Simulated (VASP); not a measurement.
A run of VASP 6.6.1 is set up as follows.

File INCAR:

```
PREC     = Accurate       # precision mode
ENCUT    = 520            # plane-wave cutoff, eV
EDIFF    = 1E-6           # SCF threshold, eV
ISMEAR   = 0              # smearing method
SIGMA    = 0.1            # smearing width, eV
LREAL    = Auto         
LASPH    = T              # aspherical terms in the spheres
NELM     = 100            # most SCF steps
ALGO     = Fast           # electronic algorithm
ISIF     = 2              # what is computed and relaxed
LWAVE    = F              # write WAVECAR
LCHARG   = T              # write CHGCAR
GGA      = PE             # functional
LELF     = T              # ELF
LVHAR    = T            
NBANDS   = 61             # bands
```

The input KPOINTS:

```
regular mesh
0
Gamma
  3 3 3
```

The input POSCAR:

```
Al27H
1.0
   -6.0624313821     -6.0624313821      0.0000000000
   -6.0624313821      0.0000000000     -6.0624313821
    0.0000000000     -6.0624313821     -6.0624313821
Al H
27 1
Direct
    0.6660558686      0.6660566933      0.6678444249
    0.3358011616      0.6675715146      0.6666380608
    0.0292607848      0.6374055649      0.6666652776
    0.6675701125      0.3358032234      0.6666378133
    0.3333311955      0.3333349893      0.6666651126
   -0.0009049999      0.3308653531      0.6666936490
    0.6374004515      0.0292662282      0.6666652776
    0.3308633737     -0.0009035154      0.6666928243
    0.0006104811      0.0006134502      0.6654881096
    0.6666756694      0.6666764942      0.3333221232
    0.3358012440      0.6675720919      0.3299867452
   -0.0006124605      0.6672788103      0.3351409479
    0.6675697826      0.3358030585      0.3299860854
    0.3333311130      0.3333352367      0.3328537468
   -0.0004837993      0.3341256787      0.3331775442
    0.6672755937     -0.0006097389      0.3351408654
    0.3341235343     -0.0004816549      0.3331782040
    0.0006100688      0.0006112234      0.3332876486
    0.6660550438      0.6660566933      0.0000417324
    0.3325397638      0.6671492418      0.0001538162
   -0.0006127080      0.6672792226     -0.0018110720
    0.6671469325      0.3325419082      0.0001548059
    0.3333313604      0.3333343295      0.0004776137
   -0.0009047525      0.3308641160      0.0033443677
    0.6672755113     -0.0006086667     -0.0018096700
    0.3308639510     -0.0009042577      0.0033443677
   -0.0000106393     -0.0000096496      0.0000084949
    0.8333501332      0.8333621746      0.6666407824
```

Potentials or basis: VASP PAW PBE potentials, release 64 (Al, H).

Launch:

```sh
$ cat potpaw_PBE.64/Al/POTCAR potpaw_PBE.64/H/POTCAR > POTCAR
$ mpirun -np 1 vasp_std > vasp.out
```

Task: Estimate the pressure.

Result: 1.4 GPa.

Task: Estimate the band gap on the k mesh.

Result: None (metal or under the smearing width).

Task: What does it give for the largest force?

Result: 0.041 eV/Å.

Stress tensor (GPa, compression positive):
```
 0.91  0.00  0.00
 0.00  1.60 -0.80
 0.00 -0.80  1.60
```
